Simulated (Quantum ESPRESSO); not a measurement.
Sb under changes of volume

One of the cells (29.904 Å³/atom); the others are scaled copies at fixed shape and fractional positions:

```
CELL_PARAMETERS angstrom
3.12240 0.00000 0.00000
0.00000 4.34752 0.00000
-0.03891 0.00000 4.40585
ATOMIC_POSITIONS crystal
Sb 0.01139 0.25000 0.24117
Sb 0.98861 0.75000 0.75883
```

This isn't the form of Sb at room conditions, which is rhombohedral.

```yaml
Program: Quantum ESPRESSO 7.5
Functional: r2SCAN
Potentials_or_basis: SG15 PBE 1.2
Cutoff: 952 eV
Density_cutoff: 3810 eV
k_mesh: 5 × 3 × 3
Occupations: fermi-dirac, width 0.05 eV
Spin: no spin polarisation
```

| volume (Å³/atom) | energy over the lowest point (meV/atom) | pressure (GPa) |
| --- | --- | --- |
| 28.110 | 11.70 | 3.1 |
| 28.708 | 3.12 | 1.5 |
| 29.306 | 0.00 | 0.2 |
| 29.904 | 1.51 | -1.0 |
| 30.502 | 7.08 | -2.1 |
| 31.100 | ? | ? |
| 31.698 | 29.16 | -3.9 |

Task: What does the run at 31.100 Å³/atom give?

Result: Energy over the lowest point 16.38 meV/atom; pressure -3.0 GPa.

Worked out: A Birch-Murnaghan fit of order 3 (a polynomial in V^(-2/3)) to the other rows has its minimum at 29.40 Å³/atom with B0 = V·E''(V) = 61 GPa and B' = 4.9 at fixed shape and positions, which overstates the stiffness. It gives 16.50 meV/atom at 31.100 Å³/atom, against the run's 16.38, and -dE/dV = -3.0 GPa, against -3.0.

Energies are extrapolated to zero smearing.

Caveats: all runs use coarse meshes; the potentials were made for another functional, which shifts forces and pressure.
